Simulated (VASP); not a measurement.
# BaTiO3 (R3m) in VASP: settings compared

The runs below take BaTiO3 through core levels, band structure, with PBE, HSE06, HSE03, PBE0, LDA.

All numbers are computed with VASP 6.6.1; they aren't measurements. Logs are shortened: lines on timing, memory, paths and dates and some standing lists are left out, and cuts for length are marked.

## (1) The structure

The structure is trigonal, space group R3m (No. 160). The conventional cell has a = 5.655 Å, b = 5.655 Å, c = 6.955 Å, α = 90.00°, β = 90.00°, γ = 120.00°. Around Ba (site symmetry 3m) lie 12 O at 2.79 to 2.89 Å. Ti (site symmetry 3m) has 6 O at 1.87 to 2.14 Å as nearest neighbours. Around O (site symmetry m) lie 2 Ti at 1.87 to 2.14 Å.

## (2) Core levels, PBE

Input file INCAR:

```
  ALGO = Normal
  EDIFF = 1E-6
  ENCUT = 520
  GGA = PE
  ICORELEVEL = 1
  ISIF = 2
  ISMEAR = 0
  LASPH = True
  LCHARG = False
  LREAL = False
  LWAVE = False
  NELM = 80
  PREC = Accurate
  SIGMA = 0.02
```

Input file KPOINTS:

```
k-points
0
Gamma
  7 7 7
```

Input file POSCAR:

```
BaTiO3
1.0
    2.8273666084      1.6323808724      2.3183934932
   -2.8273666084      1.6323808724      2.3183934932
    0.0000000000     -3.2647617449      2.3183934932
Ba Ti O
1 1 3
Direct
    0.0000000000      0.0000000000      0.0000000000
    0.4845000000      0.4845000000      0.4845000000
    0.5086000000      0.0175000000      0.5086000000
    0.0175000000      0.5086000000      0.5086000000
    0.5086000000      0.5086000000      0.0175000000
```

Potentials or basis: VASP PAW PBE potentials, release 64 (Ba_sv, Ti_sv, O).

Command:

```console
> cat potpaw_PBE.64/Ba_sv/POTCAR potpaw_PBE.64/Ti_sv/POTCAR potpaw_PBE.64/O/POTCAR > POTCAR
> mpirun -np 1 vasp_std > vasp.out
```

OUTCAR:

```text
EDIFF = 1E-6
   ENCUT = 520
   GGA = PE
   ISIF = 2
   ISMEAR = 0
   LASPH = True
   LREAL = False
   NELM = 80
   PREC = Accurate

 ion  position               nearest neighbor table
   1  0.000  0.000  0.000-   5 2.79   4 2.79   3 2.79   4 2.83   3 2.83   4 2.83   3 2.83   5 2.83
                             5 2.83   5 2.89   4 2.89   3 2.89   2 3.37   2 3.43   2 3.43   2 3.43
   2  0.484  0.484  0.484-   3 1.87   4 1.87   5 1.87   3 2.14   4 2.14   5 2.14   1 3.37   1 3.43
                             1 3.43   1 3.43   1 3.50   1 3.50   1 3.50   1 3.59
   3  0.509  0.017  0.509-   2 1.87   2 2.14   1 2.79   1 2.83   1 2.83   1 2.89
   4  0.017  0.509  0.509-   2 1.87   2 2.14   1 2.79   1 2.83   1 2.83   1 2.89
   5  0.509  0.509  0.017-   2 1.87   2 2.14   1 2.79   1 2.83   1 2.83   1 2.89

  LATTYP: Found a trigonal (rhomboedric) cell.
 ALAT       =     4.0042000000
 COS(alpha) =     0.0028448828

  Lattice vectors:

 A1 = (   2.8273666084,   1.6323808724,   2.3183934932)
 A2 = (  -2.8273666084,   1.6323808724,   2.3183934932)
 A3 = (   0.0000000000,  -3.2647617449,   2.3183934932)

Analysis of symmetry for initial positions (statically):
=====================================================================
 Subroutine PRICEL returns:
 Original cell was already a primitive cell.

 Routine SETGRP: Setting up the symmetry group for a
 trigonal (rhombohedral) supercell.

 Subroutine GETGRP returns: Found  6 space group operations
 (whereof  6 operations were pure point group operations)
 out of a pool of 12 trial point group operations.

The static configuration has the point symmetry C_3v.

Analysis of symmetry for dynamics (positions and initial velocities):
=====================================================================
 Subroutine PRICEL returns:
 Original cell was already a primitive cell.

 Routine SETGRP: Setting up the symmetry group for a
 trigonal (rhombohedral) supercell.

 Subroutine GETGRP returns: Found  6 space group operations
 (whereof  6 operations were pure point group operations)
 out of a pool of 12 trial point group operations.

The dynamic configuration has the point symmetry C_3v.

 Subroutine INISYM returns: Found  6 space group operations
 (whereof  6 operations are pure point group operations),
 and found     1 'primitive' translations

----------------------------------------------------------------------------------------

                                     Primitive cell

  volume of cell :      64.2010

  direct lattice vectors                    reciprocal lattice vectors
     2.827366608  1.632380872  2.318393493     0.176843002  0.102100355  0.143777721
    -2.827366608  1.632380872  2.318393493    -0.176843002  0.102100355  0.143777721
     0.000000000 -3.264761745  2.318393493     0.000000000 -0.204200710  0.143777721

  length of vectors
     4.004200000  4.004200000  4.004200000     0.249739791  0.249739791  0.249739791

  position of ions in fractional coordinates (direct lattice)
     0.000000000  0.000000000  0.000000000
     0.484500000  0.484500000  0.484500000
     0.508600000  0.017500000  0.508600000
     0.017500000  0.508600000  0.508600000
     0.508600000  0.508600000  0.017500000

  ion indices of the primitive-cell ions
   primitive index   ion index
                 1           1
                 2           2
                 3           3
                 4           4
                 5           5

----------------------------------------------------------------------------------------

 KPOINTS: k-points

Automatic generation of k-mesh.
 Grid dimensions read from file:
 generate k-points for:    7    7    7

 Generating k-lattice:

  Cartesian coordinates                     Fractional coordinates (reciprocal lattice)
     0.025263286  0.014585765  0.020539674     0.142857143  0.000000000  0.000000000
    -0.025263286  0.014585765  0.020539674     0.000000000  0.142857143  0.000000000
     0.000000000 -0.029171530  0.020539674     0.000000000  0.000000000  0.142857143

  Length of vectors
     0.035677113  0.035677113  0.035677113

  Shift w.r.t. Gamma in fractional coordinates (k-lattice)
     0.000000000  0.000000000  0.000000000

 Subroutine IBZKPT returns following result:
 ===========================================

 Found     44 irreducible k-points:

 Following reciprocal coordinates:
            Coordinates               Weight
  0.000000  0.000000  0.000000      1.000000
  0.142857  0.000000  0.000000      6.000000
  0.285714  0.000000  0.000000      6.000000
  0.428571  0.000000  0.000000      6.000000
  0.142857  0.142857  0.000000      6.000000
  0.285714  0.142857  0.000000     12.000000
[... 16 lines left out ...]
  0.285714  0.285714  0.142857      6.000000
  0.428571  0.285714  0.142857     12.000000
 [... further k-points ...]
   k-points           NKPTS =     44   k-points in BZ     NKDIM =     44   number of bands    NBANDS=     24
   number of dos      NEDOS =    301   number of ions     NIONS =      5
   total plane-waves  NPLWV =  27000
   dimension x,y,z NGX =    30 NGY =   30 NGZ =   30
   dimension x,y,z NGXF=    60 NGYF=   60 NGZF=   60
   ions per type =               1   1   3
   NGX,Y,Z   is equivalent  to a cutoff of  12.46, 12.46, 12.46 a.u.
   NGXF,Y,Z  is equivalent  to a cutoff of  24.91, 24.91, 24.91 a.u.
 SYSTEM =  unknown system
   PREC   = accura    normal or accurate (medium, high low for compatibility)
   ISTART =      0    job   : 0-new  1-cont  2-samecut
   ICHARG =      2    charge: 1-file 2-atom 10-const
   ISPIN  =      1    spin polarized calculation?
   LNONCOLLINEAR =      F non collinear calculations
   LSORBIT =      F    spin-orbit coupling
   LASPH  =      T    aspherical Exc in radial PAW
   ENCUT  =  520.0 eV  38.22 Ry    6.18 a.u.   7.45  7.45  7.45*2*pi/ulx,y,z
   NELM   =     80;   NELMIN=  2; NELMDL= -5     # of ELM steps
   EDIFF  = 0.1E-05   stopping-criterion for ELM
   LREAL  =      F    real-space projection
   EDIFFG = 0.1E-04   stopping-criterion for IOM
   NSW    =      0    number of steps for IOM
   IBRION =     -1    ionic relax: 0-MD 1-quasi-New 2-CG
   NFREE  =      0    steps in history (QN), initial steepest desc. (CG)
   ISIF   =      2    stress and relaxation
   ISYM   =      2    0-nonsym 1-usesym 2-fastsym
   POTIM  = 0.5000    time-step for ionic-motion
   TEBEG  =    0.0;   TEEND  =   0.0 temperature during run
   PSTRESS=    0.0 pullay stress
   NELECT =      40.0000    total number of electrons
   NUPDOWN=      -1.0000    fix difference up-down
   EMIN   =  10.00;   EMAX   =-10.00  energy-range for DOS
   EFERMI =   0.00;   METHOD = LEGACY
   ISMEAR =     0;   SIGMA  =   0.02  broadening in eV -4-tet -1-fermi 0-gaus
   EFERMI_NEDOS =   21; number of points for ismear=-14 and -15
   IALGO  =     38    algorithm
   IMIX   =      4    mixing-type and parameters
     AMIX     =   0.40;   BMIX     =  1.00
     AMIX_MAG =   1.60;   BMIX_MAG =  1.00
  volume/ion in A,a.u.               =      12.84        86.65
  Fermi-wavevector in a.u.,A,eV,Ry     =   1.398237  2.642285 26.600301  1.955067
  Thomas-Fermi vector in A             =   2.521415
   LORBIT       =      0    0 simple, 1 ext, 2 COOP (PROOUT), +10 PAW based schemes
   GGA     = PE    functional components
   LHFCALC =     F    Hartree Fock is set to
   AEXX    =    0.0000 exact exchange contribution
   IVDW    =     0    specifies the selected vdW correction
   LEPSILON=     F    determine dielectric tensor
   LRPA    =     F    only Hartree local field effects (RPA)
 non-spin polarized calculation
 Gauss-broadening in eV      SIGMA  =   0.02
  energy-cutoff  :      520.00
  volume of cell :       64.20
 maximum number of plane-waves:      1752
 NGX is ok and might be reduce to    30
   NGX = 15   NGY = 15   NGZ = 15

 number of electron      39.9999999 magnetization

 Free energy of the ion-electron system (eV)
  ---------------------------------------------------
  ext. energy  EPLUGINS =         0.00000000
  ---------------------------------------------------
  free energy    TOTEN  =       -39.99030012 eV

  energy without entropy =      -39.99030012  energy(sigma->0) =      -39.99030012

 the core state eigenenergies are
   1-  1s -37236.4582  2s  -5873.9686  2p  -5265.1733  3s  -1229.5179  3p  -1034.4513
       3d   -751.4034  4s   -230.6807  4p   -167.7894  4d    -76.5336
   2-  1s  -4858.4355  2s   -527.4908  2p   -434.7419
   3-  1s   -500.0780
   4-  1s   -500.0780
   5-  1s   -500.0780

 E-fermi :   3.8358     XC(G=0): -11.2351

 val. band max:        3.7098832580   @ k =   0.4286   0.4286   0.4286
 cond. band min:       6.1490463278   @ k =   0.0000   0.0000   0.0000
 fundamental gap:      2.4391630698
 Fermi energy:         3.8357707225

 k-point     1 :       0.0000    0.0000    0.0000
  band No.  band energies     occupation
      1     -52.5216      2.00000
      2     -28.7781      2.00000
      3     -28.7781      2.00000
      4     -28.7767      2.00000
      5     -21.0399      2.00000
      6     -13.0590      2.00000
[... 16 lines left out ...]
     23       6.2878      0.00000
     24       8.2572      0.00000

 k-point     2 :       0.1429    0.0000    0.0000
  band No.  band energies     occupation
      1     -52.5215      2.00000
      2     -28.7878      2.00000
      3     -28.7778      2.00000
      4     -28.7767      2.00000
      5     -21.0181      2.00000
      6     -13.0720      2.00000
[... 16 lines left out ...]
     23       6.4541      0.00000
     24       8.2548      0.00000
[... 191 lines left out ...]
  band No.  band energies     occupation
      1     -52.5213      2.00000
      2     -28.7885      2.00000
      3     -28.7863      2.00000
      4     -28.7768      2.00000
      5     -20.9975      2.00000
      6     -13.0622      2.00000
[... 16 lines left out ...]
     23       6.6049      0.00000
     24       8.4846      0.00000

 k-point    11 :       0.2857    0.2857    0.0000
  band No.  band energies     occupation
      1     -52.5204      2.00000
      2     -28.8086      2.00000
      3     -28.8084      2.00000
      4     -28.7751      2.00000
      5     -20.9127      2.00000
      6     -12.9956      2.00000
      7     -12.3601      2.00000
      8     -12.2838      2.00000
      9      -6.2391      2.00000
     10      -6.0081      2.00000
     11      -5.9677      2.00000
     12       0.2143      2.00000
     13       0.6836      2.00000

------------------------ aborting loop because EDIFF is reached ----------------------------------------

  FORCE on cell =-STRESS in cart. coord.  units (eV):
  Direction    XX          YY          ZZ          XY          YZ          ZX
  --------------------------------------------------------------------------------------
  -------------------------------------------------------------------------------------
  Total        2.7784479      2.7784479      2.6755215      0.0000000     -0.0000000      0.0000000
  in kB       69.3379226     69.3379226     66.7693279      0.0000000     -0.0000000      0.0000000
  external PRESSURE =      68.4817244 kB  Pullay stress =       0.0000000 kB

 VOLUME and BASIS-vectors are now :
 -----------------------------------------------------------------------------
  energy-cutoff  :      520.00
  volume of cell :       64.20
      direct lattice vectors                 reciprocal lattice vectors
     2.827366608  1.632380872  2.318393493     0.176843002  0.102100355  0.143777721
    -2.827366608  1.632380872  2.318393493    -0.176843002  0.102100355  0.143777721
     0.000000000 -3.264761745  2.318393493     0.000000000 -0.204200710  0.143777721

 POSITION                                       TOTAL-FORCE (eV/Angst)
 -----------------------------------------------------------------------------------
      0.00000      0.00000      0.00000        -0.000000      0.000000     -0.117131
      0.00000     -0.00000      3.36978        -0.000000     -0.000000      0.213395
      1.38852     -0.80166      2.39884         0.134557     -0.077686     -0.032088
     -1.38852     -0.80166      2.39884        -0.134557     -0.077686     -0.032088
      0.00000      1.60332      2.39884        -0.000000      0.155372     -0.032088
 -----------------------------------------------------------------------------------
    total drift:                                0.000000     -0.000001      0.000818

  FREE ENERGIE OF THE ION-ELECTRON SYSTEM (eV)
  ---------------------------------------------------
  free  energy   TOTEN  =       -39.9903001183 eV

  energy  without entropy=      -39.9903001183  energy(sigma->0) =      -39.99030012
```

It took 46 s on 1 thread of Intel Xeon 6975P-C (Granite Rapids), shared host; peak memory 0.22 GiB.

What came out:

```
Free energy            : -39.9903 eV
Pressure               : 6.8 GPa
Largest force          : 0.213 eV/Å
Band gap on the k mesh : 2.44 eV, indirect (least direct gap 2.78 eV)
```

Forces in eV/Å, atoms in the order of the input:
```
Ba   0.000  0.000 -0.117
Ti   0.000  0.000  0.213
O    0.135 -0.078 -0.032
O   -0.135 -0.078 -0.032
O    0.000  0.155 -0.032
```

Core levels (eV, on the scale of the bands):
| atom | levels |
| --- | --- |
| 1 Ba | 1s -37236.5, 2s -5874.0, 2p -5265.2, 3s -1229.5, 3p -1034.5, 3d -751.4, 4s -230.7, 4p -167.8, 4d -76.5 |
| 2 Ti | 1s -4858.4, 2s -527.5, 2p -434.7 |
| 3 O | 1s -500.1 |
| 4 O | 1s -500.1 |
| 5 O | 1s -500.1 |

Caveat: spin-orbit coupling is left out, which moves the levels of the heavy elements; an odd mesh through Γ misses points on the zone boundary, where band edges often lie.

## (3) Band structure, HSE06

POSCAR is that of step 2.

Input file INCAR.step1:

```
SYSTEM = BaTiO3
  PREC = Accurate
  ENCUT = 520
  EDIFF = 1E-5
  ISMEAR = 0
  SIGMA = 0.02
  LREAL = .FALSE.
  LASPH = .TRUE.
  NELM = 80
  ALGO = Normal
  ISIF = 2
  LWAVE = .TRUE.
  LCHARG = .FALSE.
  LMAXMIX = 4
  NBANDS = 28
  GGA = PE
  KPAR = 4
```

Input file INCAR.step2:

```
SYSTEM = BaTiO3
  PREC = Accurate
  ENCUT = 520
  EDIFF = 1E-6
  ISMEAR = 0
  SIGMA = 0.02
  LREAL = .FALSE.
  LASPH = .TRUE.
  NELM = 80
  ALGO = Normal
  ISIF = 2
  LWAVE = .FALSE.
  LCHARG = .FALSE.
  LMAXMIX = 4
  GGA = PE
  LHFCALC = .TRUE.
  HFSCREEN = 0.2
  PRECFOCK = Fast
  NBANDS = 28
  ISTART = 1
  KPAR = 4
```

Input file KPOINTS:

```
regular mesh
0
G
  4 4 4
  0 0 0
```

Input file KPOINTS_OPT:

```
path GLB1,BZGX,QFP1Z,LP
8
line-mode
reciprocal
 0.0000000000  0.0000000000  0.0000000000  G
 0.5000000000  0.0000000000  0.0000000000  L

 0.5000000000  0.0000000000  0.0000000000  L
 0.5000000000  0.4971712123 -0.4971712123  B1

 0.5028287877  0.5000000000  0.4971712123  B
 0.5000000000  0.5000000000  0.5000000000  Z

 0.5000000000  0.5000000000  0.5000000000  Z
 0.0000000000  0.0000000000  0.0000000000  G

 0.0000000000  0.0000000000  0.0000000000  G
 0.4985856061  0.0000000000 -0.4985856061  X

 0.5014143939  0.4985856061  0.0000000000  Q
 0.5000000000  0.5000000000  0.0000000000  F

 0.5000000000  0.5000000000  0.0000000000  F
 0.5014143939  0.5014143939  0.4971712123  P1

 0.5014143939  0.5014143939  0.4971712123  P1
 0.5000000000  0.5000000000  0.5000000000  Z

 0.5000000000  0.0000000000  0.0000000000  L
 0.5028287877  0.4985856061  0.4985856061  P
```

Potentials or basis: VASP PAW PBE potentials, release 64 (Ba_sv, Ti_sv, O).

Command:

```console
> cat potpaw_PBE.64/Ba_sv/POTCAR potpaw_PBE.64/Ti_sv/POTCAR potpaw_PBE.64/O/POTCAR > POTCAR
> cp INCAR.step1 INCAR
> mpirun -np 4 vasp_std > vasp.out
> cp INCAR.step2 INCAR
> mpirun -np 4 vasp_std > vasp.out
```

Run time: 12 min. Hardware: 4 MPI ranks of Intel Xeon 6975P-C (Granite Rapids), shared host; peak memory 0.37 GiB.

The run converged. Its results:

| Property | Result |
| --- | --- |
| Free energy | -48.5437 eV |
| Pressure | 1.4 GPa |
| Largest force | 0.126 eV/Å |
| Band gap on the k mesh | 3.86 eV, indirect (least direct gap 4.25 eV) |
| Band gap along the path | 3.86 eV, indirect (least direct gap 4.23 eV) |

Forces in eV/Å, atoms in the order of the input:
```
Ba   0.000  0.000 -0.126
Ti   0.000  0.000 -0.107
O   -0.070  0.041  0.078
O    0.070  0.041  0.078
O    0.000 -0.081  0.078
```

Stress tensor (GPa, compression positive):
```
1.37 0.00 0.00
0.00 1.37 0.00
0.00 0.00 1.55
```

Levels at the corners of the path, in eV from the valence-band top:
| point | band 18 | band 19 | band 20 | band 21 | band 22 | band 23 |
| --- | --- | --- | --- | --- | --- | --- |
| Γ | -0.51 | -0.40 | -0.40 | 3.86 | 3.86 | 3.99 |
| L | -1.72 | -1.01 | -0.90 | 4.05 | 5.43 | 5.54 |
| L | -1.72 | -1.01 | -0.90 | 4.05 | 5.43 | 5.54 |
| B1 | -0.01 | -0.01 | 0.00 | 6.07 | 6.24 | 6.24 |
| B | -0.01 | -0.01 | 0.00 | 6.07 | 6.24 | 6.24 |
| Z | -0.01 | -0.01 | 0.00 | 6.07 | 6.24 | 6.24 |
| Z | -0.01 | -0.01 | 0.00 | 6.07 | 6.24 | 6.24 |
| Γ | -0.51 | -0.40 | -0.40 | 3.86 | 3.86 | 3.99 |
| Γ | -0.51 | -0.40 | -0.40 | 3.86 | 3.86 | 3.99 |
| X | -0.95 | -0.90 | -0.09 | 5.52 | 5.52 | 5.94 |
| Q | -0.95 | -0.90 | -0.09 | 5.52 | 5.52 | 5.94 |
| F | -0.95 | -0.90 | -0.09 | 5.52 | 5.52 | 5.94 |
| F | -0.95 | -0.90 | -0.09 | 5.52 | 5.52 | 5.94 |
| P1 | -0.01 | -0.01 | 0.00 | 6.07 | 6.24 | 6.24 |
| P1 | -0.01 | -0.01 | 0.00 | 6.07 | 6.24 | 6.24 |
| Z | -0.01 | -0.01 | 0.00 | 6.07 | 6.24 | 6.24 |
| L | -1.72 | -1.01 | -0.90 | 4.05 | 5.43 | 5.54 |
| P | -0.01 | -0.01 | 0.00 | 6.07 | 6.24 | 6.24 |

Caveat: the PAW data sets were made with another functional, which shifts forces and pressure a little; spin-orbit coupling is left out, which moves the levels of the heavy elements.

(Part 1 of 2 ends here.)
